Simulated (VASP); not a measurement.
# Fe in VASP: single point with PBE

Aim: the single point of Fe with PBE.

Everything below comes from runs of VASP 6.6.1. Logs are shortened: lines on timing, memory, paths and dates and some standing lists are left out, and cuts for length are marked.

### Step 1. The structure

The cell holds a slab with vacuum, 7 atoms: a = 2.450 Å, b = 2.450 Å, c = 27.004 Å, α = 90.00°, β = 90.00°, γ = 109.47°.

The slab is cut from a database's or a generator's crystal, which needn't be the stable form of the element.

### Step 2. Single point, PBE, collinear spin, ferromagnetic start

INCAR

```
SYSTEM = Fe
PREC = Accurate ; ENCUT = 520
EDIFF = 1E-6 ; ISMEAR = 1
SIGMA = 0.1 ; LREAL = .FALSE.
LASPH = .TRUE. ; NELM = 150
ALGO = Normal ; ISIF = 2
LWAVE = .FALSE. ; LCHARG = .FALSE.
ISPIN = 2 ; MAGMOM = 2.4 2.4 2.4 2.4 2.4 2.4 2.4
LORBIT = 11 ; LMAXMIX = 4
LDIPOL = .TRUE. ; IDIPOL = 3
DIPOL = 0.5 0.5 0.500 ; GGA = PE
AMIX = 0.2 ; BMIX = 1E-4
AMIX_MAG = 0.8 ; BMIX_MAG = 1E-4
LVHAR = .TRUE. ; LVACPOTAV = .TRUE.
ICORELEVEL = 1 ; LUSENCCL = .FALSE.
```

KPOINTS

```
Automatic mesh
0
G
  16 16 1
  0 0 0
```

POSCAR

```
Fe
1.0
    2.4502145000      0.0000000000      0.0000000000
   -0.8167381700      2.3100843800      0.0000000000
    0.0000000000      0.0000000000     27.0035505600
Fe
7
Direct
    0.5000000000      0.5000000000      0.2777412500
    0.0000000000      0.0000000000      0.3518275000
    0.5000000000      0.5000000000      0.4259137500
    0.0000000000      0.0000000000      0.5000000000
    0.5000000000      0.5000000000      0.5740862500
    0.0000000000      0.0000000000      0.6481725000
    0.5000000000      0.5000000000      0.7222587500
```

Potentials or basis: VASP PAW PBE potentials, release 64 (Fe).

Command:

```
$ cat potpaw_PBE.64/Fe/POTCAR > POTCAR
$ mpirun -np 1 vasp_std > vasp.out
```

OUTCAR:

```text
SYSTEM = Fe
   PREC = Accurate
   ENCUT = 520
   EDIFF = 1E-6
   ISMEAR = 1
   LREAL = .FALSE.
   LASPH = .TRUE.
   NELM = 150
   ISIF = 2
   ISPIN = 2
   LORBIT = 11
   GGA = PE
   AMIX = 0.2
   AMIX_MAG = 0.8

 ion  position               nearest neighbor table
   1  0.500  0.500  0.278-   2 2.45   2 2.45   2 2.83   2 2.83
   2  0.000  0.000  0.352-   1 2.45   3 2.45   1 2.45   3 2.45   1 2.83   3 2.83   1 2.83   3 2.83

   3  0.500  0.500  0.426-   2 2.45   4 2.45   2 2.45   4 2.45   2 2.83   4 2.83   2 2.83   4 2.83

   4  0.000  0.000  0.500-   3 2.45   5 2.45   3 2.45   5 2.45   3 2.83   5 2.83   3 2.83   5 2.83

   5  0.500  0.500  0.574-   4 2.45   6 2.45   4 2.45   6 2.45   4 2.83   6 2.83   4 2.83   6 2.83

   6  0.000  0.000  0.648-   5 2.45   7 2.45   5 2.45   7 2.45   5 2.83   7 2.83   5 2.83   7 2.83

   7  0.500  0.500  0.722-   6 2.45   6 2.45   6 2.83   6 2.83

  LATTYP: Found a base centered orthorhombic cell.
 ALAT       =     2.8292639968
 B/A-ratio  =     1.4142135652
 C/A-ratio  =     9.5443728796

  Lattice vectors:

 A1 = (   2.4502145000,   0.0000000000,   0.0000000000)
 A2 = (  -0.8167381700,   2.3100843800,   0.0000000000)
 A3 = (   0.0000000000,   0.0000000000,  27.0035505600)

Analysis of symmetry for initial positions (statically):
=====================================================================
 Subroutine PRICEL returns:
 Original cell was already a primitive cell.

 Routine SETGRP: Setting up the symmetry group for a
 base centered orthorhombic supercell.

 Subroutine GETGRP returns: Found  8 space group operations
 (whereof  8 operations were pure point group operations)
 out of a pool of  8 trial point group operations.

The static configuration has the point symmetry D_2h.

Analysis of symmetry for dynamics (positions and initial velocities):
=====================================================================
 Subroutine PRICEL returns:
 Original cell was already a primitive cell.

 Routine SETGRP: Setting up the symmetry group for a
 base centered orthorhombic supercell.

 Subroutine GETGRP returns: Found  8 space group operations
 (whereof  8 operations were pure point group operations)
 out of a pool of  8 trial point group operations.

The dynamic configuration has the point symmetry D_2h.

Analysis of structural, dynamic, and magnetic symmetry:
=====================================================================
 Subroutine PRICEL returns:
 Original cell was already a primitive cell.

 Routine SETGRP: Setting up the symmetry group for a
 base centered orthorhombic supercell.

 Subroutine GETGRP returns: Found  8 space group operations
 (whereof  8 operations were pure point group operations)
 out of a pool of  8 trial point group operations.

The overall configuration has the point symmetry D_2h.

 Subroutine INISYM returns: Found  8 space group operations
 (whereof  8 operations are pure point group operations),
 and found     1 'primitive' translations

----------------------------------------------------------------------------------------

                                     Primitive cell

  volume of cell :     152.8456

  direct lattice vectors                    reciprocal lattice vectors
     2.450214500  0.000000000  0.000000000     0.408127533  0.144294874 -0.000000000
    -0.816738170  2.310084380  0.000000000     0.000000000  0.432884620  0.000000000
     0.000000000  0.000000000 27.003550560     0.000000000 -0.000000000  0.037032167

  length of vectors
     2.450214500  2.450214497 27.003550560     0.432884620  0.432884620  0.037032167

  position of ions in fractional coordinates (direct lattice)
     0.500000000  0.500000000  0.277741250
     0.000000000  0.000000000  0.351827500
     0.500000000  0.500000000  0.425913750
     0.000000000  0.000000000  0.500000000
     0.500000000  0.500000000  0.574086250
     0.000000000  0.000000000  0.648172500
     0.500000000  0.500000000  0.722258750

  ion indices of the primitive-cell ions
   primitive index   ion index
                 1           1
                 2           2
                 3           3
                 4           4
                 5           5
                 6           6
                 7           7

----------------------------------------------------------------------------------------

 KPOINTS: Automatic mesh

Automatic generation of k-mesh.
 Grid dimensions read from file:
 generate k-points for:   16   16    1

 Generating k-lattice:

  Cartesian coordinates                     Fractional coordinates (reciprocal lattice)
     0.025507971  0.009018430 -0.000000000     0.062500000 -0.000000000  0.000000000
     0.000000000  0.027055289  0.000000000     0.000000000  0.062500000  0.000000000
     0.000000000 -0.000000000  0.037032167     0.000000000  0.000000000  1.000000000

  Length of vectors
     0.027055289  0.027055289  0.037032167

  Shift w.r.t. Gamma in fractional coordinates (k-lattice)
     0.000000000  0.000000000  0.000000000

 Subroutine IBZKPT returns following result:
 ===========================================

 Found     73 irreducible k-points:

 Following reciprocal coordinates:
            Coordinates               Weight
  0.000000  0.000000  0.000000      1.000000
  0.062500  0.000000  0.000000      4.000000
  0.125000  0.000000  0.000000      4.000000
  0.187500  0.000000  0.000000      4.000000
  0.250000  0.000000  0.000000      4.000000
  0.312500  0.000000  0.000000      4.000000
[... 16 lines left out ...]
 -0.125000  0.062500  0.000000      4.000000
 -0.062500  0.062500  0.000000      2.000000
 [... further k-points ...]
   k-points           NKPTS =     73   k-points in BZ     NKDIM =     73   number of bands    NBANDS=     41
   number of dos      NEDOS =    301   number of ions     NIONS =      7
   total plane-waves  NPLWV =  68040
   dimension x,y,z NGX =    18 NGY =   18 NGZ =  210
   dimension x,y,z NGXF=    36 NGYF=   36 NGZF=  420
   ions per type =               7
   NGX,Y,Z   is equivalent  to a cutoff of  12.21, 12.21, 12.93 a.u.
   NGXF,Y,Z  is equivalent  to a cutoff of  24.43, 24.43, 25.86 a.u.
 SYSTEM =  Fe
   PREC   = accura    normal or accurate (medium, high low for compatibility)
   ISTART =      0    job   : 0-new  1-cont  2-samecut
   ICHARG =      2    charge: 1-file 2-atom 10-const
   ISPIN  =      2    spin polarized calculation?
   LNONCOLLINEAR =      F non collinear calculations
   LSORBIT =      F    spin-orbit coupling
   LASPH  =      T    aspherical Exc in radial PAW
   ENCUT  =  520.0 eV  38.22 Ry    6.18 a.u.   4.56  4.56 50.21*2*pi/ulx,y,z
   NELM   =    150;   NELMIN=  2; NELMDL= -5     # of ELM steps
   EDIFF  = 0.1E-05   stopping-criterion for ELM
   LREAL  =      F    real-space projection
   EDIFFG = 0.1E-04   stopping-criterion for IOM
   NSW    =      0    number of steps for IOM
   IBRION =     -1    ionic relax: 0-MD 1-quasi-New 2-CG
   NFREE  =      0    steps in history (QN), initial steepest desc. (CG)
   ISIF   =      2    stress and relaxation
   ISYM   =      2    0-nonsym 1-usesym 2-fastsym
   POTIM  = 0.5000    time-step for ionic-motion
   TEBEG  =    0.0;   TEEND  =   0.0 temperature during run
   PSTRESS=    0.0 pullay stress
   NELECT =      56.0000    total number of electrons
   NUPDOWN=      -1.0000    fix difference up-down
   EMIN   =  10.00;   EMAX   =-10.00  energy-range for DOS
   EFERMI =   0.00;   METHOD = LEGACY
   ISMEAR =     1;   SIGMA  =   0.10  broadening in eV -4-tet -1-fermi 0-gaus
   EFERMI_NEDOS =   21; number of points for ismear=-14 and -15
   IALGO  =     38    algorithm
   IMIX   =      4    mixing-type and parameters
     AMIX     =   0.20;   BMIX     =  0.00
     AMIX_MAG =   0.80;   BMIX_MAG =  0.00
  volume/ion in A,a.u.               =      21.84       147.35
  Fermi-wavevector in a.u.,A,eV,Ry     =   1.171440  2.213700 18.670877  1.372271
  Thomas-Fermi vector in A             =   2.307883
   LORBIT       =     11    0 simple, 1 ext, 2 COOP (PROOUT), +10 PAW based schemes
   GGA     = PE    functional components
   LHFCALC =     F    Hartree Fock is set to
   AEXX    =    0.0000 exact exchange contribution
   IVDW    =     0    specifies the selected vdW correction
   LEPSILON=     F    determine dielectric tensor
   LRPA    =     F    only Hartree local field effects (RPA)
 spin polarized calculation
 Methfessel and Paxton  Order N= 1 SIGMA  =   0.10
  energy-cutoff  :      520.00
  volume of cell :      152.85
 maximum number of plane-waves:      4187
   NGX =  9   NGY =  9   NGZ =101

 number of electron      55.9999962 magnetization      12.6721930

 dipolmoment           0.000000      0.000000      0.000000 electrons x Angstroem

 number of electron      55.9999960 magnetization       8.9638526

 dipolmoment           0.000000      0.000000     -0.000000 electrons x Angstroem

 Free energy of the ion-electron system (eV)
  ---------------------------------------------------
  ext. energy  EPLUGINS =         0.00000000
  ---------------------------------------------------
  free energy    TOTEN  =       -54.26092071 eV

  energy without entropy =      -54.25906529  energy(sigma->0) =      -54.26030224

 the core state eigenenergies are
   1-  1s  -6991.3339  2s   -812.3459  2p   -691.1038  3s    -86.0399  3p    -52.1034

   2-  1s  -6991.3507  2s   -812.4918  2p   -691.2352  3s    -86.2594  3p    -52.3268

   3-  1s  -6991.3222  2s   -812.4648  2p   -691.2080  3s    -86.2358  3p    -52.3040

   4-  1s  -6991.6001  2s   -812.7129  2p   -691.4622  3s    -86.2989  3p    -52.3562

   5-  1s  -6991.3222  2s   -812.4648  2p   -691.2080  3s    -86.2358  3p    -52.3040

   6-  1s  -6991.3507  2s   -812.4918  2p   -691.2352  3s    -86.2594  3p    -52.3268

   7-  1s  -6991.3339  2s   -812.3459  2p   -691.1038  3s    -86.0399  3p    -52.1034

 E-fermi :   0.7561     XC(G=0):  -7.5825

 val. band max:        0.7560235456   @ k =   0.4375   0.0625   0.0000
 cond. band min:       0.7581136861   @ k =   0.3125   0.1250   0.0000
 fundamental gap:      0.0020901406
 Fermi energy:         0.7561391603

 spin component 1

 k-point     1 :       0.0000    0.0000    0.0000
  band No.  band energies     occupation
      1      -7.6918      1.00000
      2      -7.1825      1.00000
      3      -6.2562      1.00000
      4      -5.3394      1.00000
      5      -4.4031      1.00000
      6      -4.2419      1.00000
[... 32 lines left out ...]
     39       1.2763     -0.00000
[... 988 lines left out ...]
     39       1.3109     -0.00000
     40       1.4716     -0.00000

 [... further k-points ...]

 spin component 2

 k-point     1 :       0.0000    0.0000    0.0000
  band No.  band energies     occupation
      1      -7.5499      1.00000
      2      -6.9881      1.00000
      3      -6.1579      1.00000
      4      -5.1050      1.00000
      5      -4.1849      1.00000
      6      -3.4199      1.00000
[... 32 lines left out ...]
     39       2.2701     -0.00000
[... 988 lines left out ...]
     39       2.3706     -0.00000
     40       2.4449     -0.00000

 [... further k-points ...]

 [bands above 40 left out]

------------------------ aborting loop because EDIFF is reached ----------------------------------------

  FORCE on cell =-STRESS in cart. coord.  units (eV):
  Direction    XX          YY          ZZ          XY          YZ          ZX
  --------------------------------------------------------------------------------------
  -------------------------------------------------------------------------------------
  Total       -4.4656768     -4.8742592     -2.2299717     -0.5778228      0.0000000      0.0000000
  in kB      -46.8106908    -51.0935859    -23.3752959     -6.0569284      0.0000000      0.0000000
  external PRESSURE =     -40.4265242 kB  Pullay stress =       0.0000000 kB

 VOLUME and BASIS-vectors are now :
 -----------------------------------------------------------------------------
  energy-cutoff  :      520.00
  volume of cell :      152.85
      direct lattice vectors                 reciprocal lattice vectors
     2.450214500  0.000000000  0.000000000     0.408127533  0.144294874 -0.000000000
    -0.816738170  2.310084380  0.000000000     0.000000000  0.432884620  0.000000000
     0.000000000  0.000000000 27.003550560     0.000000000 -0.000000000  0.037032167

 POSITION                                       TOTAL-FORCE (eV/Angst)
 -----------------------------------------------------------------------------------
      0.81674      1.15504      7.50000         0.000000      0.000000      0.520804
      0.00000      0.00000      9.50059        -0.000000     -0.000000     -0.615808
      0.81674      1.15504     11.50118         0.000000      0.000000      0.223273
      0.00000      0.00000     13.50178         0.000000      0.000000      0.000000
      0.81674      1.15504     15.50237        -0.000000     -0.000000     -0.223273
      0.00000      0.00000     17.50296         0.000000      0.000000      0.615808
      0.81674      1.15504     19.50355         0.000000     -0.000000     -0.520804
 -----------------------------------------------------------------------------------
    total drift:                               -0.000000     -0.000000     -0.000000

  FREE ENERGIE OF THE ION-ELECTRON SYSTEM (eV)
  ---------------------------------------------------
  free  energy   TOTEN  =       -54.2609207102 eV

  energy  without entropy=      -54.2590652871  energy(sigma->0) =      -54.26030224

 vacuum level on the upper side and lower side of the slab         5.816         5.816

 total charge

# of ion       s       p       d       tot
------------------------------------------
    1        0.469   0.398   6.242   7.108
    2        0.488   0.542   6.226   7.256
    3        0.490   0.543   6.230   7.263
    4        0.485   0.537   6.271   7.292
    5        0.490   0.543   6.230   7.263
    6        0.488   0.542   6.226   7.256
    7        0.469   0.398   6.242   7.108
--------------------------------------------------
tot          3.378   3.502  43.667  50.547

 magnetization (x)

# of ion       s       p       d       tot
------------------------------------------
    1       -0.009  -0.011  -0.031  -0.051
    2       -0.002  -0.026   2.372   2.344
    3       -0.002  -0.026   2.332   2.304
    4       -0.016  -0.037  -0.301  -0.354
    5       -0.002  -0.026   2.332   2.304
    6       -0.002  -0.026   2.372   2.344
    7       -0.009  -0.011  -0.031  -0.051
--------------------------------------------------
tot         -0.041  -0.164   9.045   8.840
```

Run time: 30 min. Hardware: 1 × NVIDIA H100 80GB with 1 thread of AMD EPYC 7R13 (Zen 3), shared host; peak memory 1.8 GiB.

Results:

* Free energy: -54.2609 eV
* Largest force: 0.616 eV/Å
* Band gap on the k mesh: none (metal or under the smearing width)
* Net moment: 8.96 μB per cell
* Site moments: Fe -0.05, +2.34, +2.30, -0.35 μB
* Valence electrons inside the program's atomic spheres: Fe 7.11, 7.26, 7.29
* Work function of the upper face: 5.06 eV
* Work function of the lower face: 5.06 eV

Forces in eV/Å, atoms in the order of the input:
```
Fe   0.000  0.000  0.521
Fe   0.000  0.000 -0.616
Fe   0.000  0.000  0.223
Fe   0.000  0.000  0.000
Fe   0.000  0.000 -0.223
Fe   0.000  0.000  0.616
Fe   0.000  0.000 -0.521
```

Levels at points of the mesh, in eV from the Fermi level:
Spin up:
```
           k point  band 31  band 32  band 33  band 34  band 35  band 36
(0.00, 0.00, 0.00)    -1.01    -0.87    -0.24    -0.20     0.04     0.16
(0.50, 0.00, 0.00)     0.33     0.53     0.57     0.59     0.69     0.75
(0.50, 0.50, 0.00)     0.28     0.36     0.95     1.10     1.29     1.29
```
Spin down:
| k point | band 21 | band 22 | band 23 | band 24 | band 25 | band 26 |
| --- | --- | --- | --- | --- | --- | --- |
| (0.00, 0.00, 0.00) | -0.71 | -0.63 | -0.45 | -0.30 | 0.06 | 0.12 |
| (0.50, 0.00, 0.00) | -0.07 | -0.01 | 0.01 | 0.52 | 0.71 | 0.71 |
| (0.50, 0.50, 0.00) | 0.50 | 0.53 | 0.80 | 0.98 | 1.05 | 1.10 |

Core levels (eV, on the scale of the bands):
```
atom                                                levels
1 Fe  1s -6991.3, 2s -812.3, 2p -691.1, 3s -86.0, 3p -52.1
2 Fe  1s -6991.4, 2s -812.5, 2p -691.2, 3s -86.3, 3p -52.3
3 Fe  1s -6991.3, 2s -812.5, 2p -691.2, 3s -86.2, 3p -52.3
4 Fe  1s -6991.6, 2s -812.7, 2p -691.5, 3s -86.3, 3p -52.4
5 Fe  1s -6991.3, 2s -812.5, 2p -691.2, 3s -86.2, 3p -52.3
6 Fe  1s -6991.4, 2s -812.5, 2p -691.2, 3s -86.3, 3p -52.3
```
